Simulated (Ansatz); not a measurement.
Levels of theory for CdF2 (Fm-3m)

All numbers come from the plane-wave code Ansatz. (Simulation; no magnetic order is allowed.)

The cell is CdF2 (started from an entry of an open crystallographic database); cell and atoms were relaxed with r2SCAN+rVV10. The symmetry is Fm-3m (No. 225, cubic); conventional cell a = 5.365 Å, 12.87 Å³ an atom. Cd is surrounded by 8 F at 2.32 Å; F is surrounded by 4 Cd at 2.32 Å.

```cif
data_structure
_symmetry_space_group_name_H-M 'P 1'
_symmetry_Int_Tables_number 1
_cell_length_a 3.7937
_cell_length_b 3.7937
_cell_length_c 3.7937
_cell_angle_alpha 60.000
_cell_angle_beta 60.000
_cell_angle_gamma 60.000
_cell_volume 38.61
loop_
_atom_site_label
_atom_site_type_symbol
_atom_site_fract_x
_atom_site_fract_y
_atom_site_fract_z
_atom_site_occupancy
Cd1 Cd 0.00000 0.00000 0.00000 1
F1 F 0.25000 0.25000 0.25000 1
F2 F 0.75000 0.75000 0.75000 1
```

Relaxed lattice by functional, symmetry kept:

| functional | k mesh | a (Å) | volume (Å³/atom) |
| --- | --- | --- | --- |
| PBE-D3(BJ) | 8×8×8 | 5.444 | 13.45 |
| r2SCAN+rVV10 | 8×8×8 | 5.365 | 12.87 |
| PBE-D4 | 8×8×8 | 5.446 | 13.46 |

Band edges at fixed r2SCAN+rVV10 geometry:
```tsv
level	k mesh	gap (eV)	kind	edges	least direct gap (eV)	rough cost
LDA	8×8×8	2.86	indirect	W → Γ	3.32	3 core-seconds
PBE	8×8×8	3.15	indirect	W → Γ	3.63	4 core-seconds
PBE+SOC	8×8×8	3.14	indirect	W → Γ	3.54	21 core-seconds
r2SCAN	8×8×8	3.84	indirect	W → Γ	4.34	8 core-seconds
r2SCANh	6×6×6	4.88	indirect	W → Γ	5.41	4 core-minutes
HSE06	6×6×6	5.26	indirect	W → Γ	5.83	2.2 core-minutes
HSE06+SOC	4×4×4	5.25	indirect	W → Γ	5.74	3 core-minutes
DDH-PBE0	6×6×6	7.22	indirect	W → Γ	7.82	2.9 core-minutes
PBE0	6×6×6	6.01	indirect	W → Γ	6.58	2.2 core-minutes
Hartree-Fock	6×6×6	15.37	indirect	W → Γ	16.08	2.4 core-minutes
```
PBE: smearing of 0.02 eV; the others have fixed occupations.
Wave cutoffs: 420 eV, 500 eV (r2SCAN, r2SCANh).
Costs come from shared machines and give only the order; PBE's includes the band path.

HSE06 gives an indirect gap of 5.26 eV, from W to Γ; the least direct gap is 5.83 eV at Γ. Spin-orbit coupling changes the PBE gap by 0.00 eV, to 3.14 eV; at Γ the threefold valence level splits into a fourfold and a twofold level 0.12 eV apart, the twofold one on top.

r2SCAN covers 33 % of the step from PBE to HSE06, while HSE06 needs about 17 times r2SCAN's cost (on a coarser mesh). All these functionals give a gap of the same kind, indirect.

r2SCAN (ground state on 6×6×6): The clamped-ion dielectric constant comes out as 2.65 in all directions. Born charges, averaged over directions: Cd +2.44, F -1.22 e. PBE (ground state on 6×6×6): ε∞: 2.85 in all directions. Born charges, averaged over directions: Cd +2.47, F -1.23 e.

Only the levels marked +SOC include spin-orbit coupling.

The meshes of the hybrids are coarse, so their gaps aren't converged to the digits shown.
